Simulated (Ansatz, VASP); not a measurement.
**Sn: VASP beside Ansatz**

```
Sn
1.0
     4.82619    0.00000    0.00000
     0.00000    4.82619    0.00000
     0.00000    0.00000    4.82619
Sn
4
Direct
  0.00318 0.00318 0.00318
  0.49682 0.99682 0.50318
  0.50318 0.49682 0.99682
  0.99682 0.50318 0.49682
```

Alike in both runs: functional PBE; k mesh 4 × 4 × 4; occupations gaussian, width 0.1 eV; no spin polarisation.

Ansatz relaxed the structure, and its values are those at the end. VASP's run is a single point on that final structure, the one shown.

|  | VASP | Ansatz |
| --- | --- | --- |
| version | VASP 6.6.1 | Ansatz 0.2.0 |
| potentials or method | VASP PAW PBE potentials, release 64 (Sn_d) | scalar-relativistic, plane waves, PAW |
| plane-wave cutoff (eV) | 520 | 420 |
| valence electrons in the cell | 56 | 56 |

|  | VASP | Ansatz | Ansatz less VASP |
| --- | --- | --- | --- |
| gap on the k mesh at the Fermi level (eV) | none | none | - |
| pressure (GPa) | -0.1 | -0.1 | +0.06 |
| rms of the force components (eV/Å) | 0.005 | 0.005 | -0.0005 |

A gap of «none» marks a metal or a gap that the smearing closes.
